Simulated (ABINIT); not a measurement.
## Sn in ABINIT: the effect of functional

Sn:

```
Sn
1.0
    -2.02919    2.02919    1.66076
     2.02919   -2.02919    1.66076
     2.02919    2.02919   -1.66076
Sn
1
Direct
  0.00000 0.00000 0.00000
```

This isn't the form of Sn at room conditions, which is tetragonal (white tin).

Alike in all runs:

* Program: ABINIT 10.8.3 (patched build)
* Task: single point
* Potentials or basis: JTH PAW PBE v2.0
* Cutoff: 707 eV
* k mesh: 10 × 10 × 10
* Occupations: fermi-dirac, width 0.05 eV
* Spin: no spin polarisation

```csv
functional,pressure (GPa)
LDA,-3.6
PBEsol,-2.3
RPBE,1.9
BLYP,5.2
AM05,-2.4
r2SCAN,-0.7
SCAN,-0.9
revPBE,1.5
PW91,?
WC,-2.0
```

What does the run with functional PW91 give?

Pressure 0.6 GPa.

Caveats: the PAW data sets were made with another functional, which shifts forces and pressure a little.

Runs at the PBE level aren't shown here.
